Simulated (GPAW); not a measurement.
Write an ASE script for GPAW 26.7.0 that does the following.

```
Task                : equation of state
Functional          : PBE
Potentials or basis : PAW data sets generated in the run's folder for this functional
Cutoff              : 600 eV
Basis               : pw
k mesh              : 6 × 6 × 6
Occupations         : fermi-dirac, width 0.05 eV
Spin                : no spin polarisation
Maxiter             : 150
Eos scales          : [0.94, 0.96, 0.98, 1.0, 1.02, 1.04, 1.06]
```

The structure of RbBr lies in POSCAR:

```
RbBr
1.0
    0.0000000000      3.4270000000      3.4270000000
    3.4270000000      0.0000000000      3.4270000000
    3.4270000000      3.4270000000      0.0000000000
Rb Br
1 1
Direct
    0.0000000000      0.0000000000      0.0000000000
    0.5000000000      0.5000000000      0.5000000000
```

One way to write it, as run:

run.py

```python
from ase.eos import EquationOfState
from ase.io import Trajectory, read
from ase.units import GPa
from gpaw import GPAW, PW, setup_paths

setup_paths.insert(0, '.')

atoms = read('POSCAR')

traj = Trajectory('eos.traj', 'w')
volumes, energies = [], []
for x in [0.94, 0.96, 0.98, 1.0, 1.02, 1.04, 1.06]:
    a = atoms.copy()
    a.set_cell(atoms.cell * x**(1 / 3), scale_atoms=True)
    calc = GPAW(mode=PW(600),
                xc='PBE',
                kpts={'size': (6, 6, 6), 'gamma': True},
                occupations={'name': 'fermi-dirac', 'width': 0.05},
                nbands=16,
                convergence={'density': 1e-05, 'energy': 1e-05},
                maxiter=150,
                txt=f'eos-{x:.2f}.txt')
    a.calc = calc
    energies.append(a.get_potential_energy(force_consistent=True))
    volumes.append(a.get_volume())
    p = -a.get_stress()[:3].mean() / GPa
    calc.write(f'eos-{x:.2f}.gpw')
    traj.write(a)
    print(f'{x:.2f} {volumes[-1]:10.4f} A^3 {energies[-1]:14.6f} eV {p:9.3f} GPa', flush=True)

v0, e0, B = EquationOfState(volumes, energies, eos='birchmurnaghan').fit()
print(f'V0 = {v0:.4f} A^3, E0 = {e0:.6f} eV, B0 = {B / GPa:.2f} GPa')
```

Potentials or basis: PAW data sets generated in the run's folder for this functional, pw.

Launch:

```bash
$ gpaw-setup -f PBE Br Rb
$ OMP_NUM_THREADS=1 python run.py
```

Results of the run:

| Item | Value |
| --- | --- |
| Equilibrium volume | 43.27 Å³/atom (rough: see the caveat) |
| Bulk modulus | 12.0 GPa (rough) |

Caveat: the minimum lies outside the volumes run.

Wall time 82 s on 1 thread of Arm Neoverse V2 (shared host), peak memory 0.23 GiB.
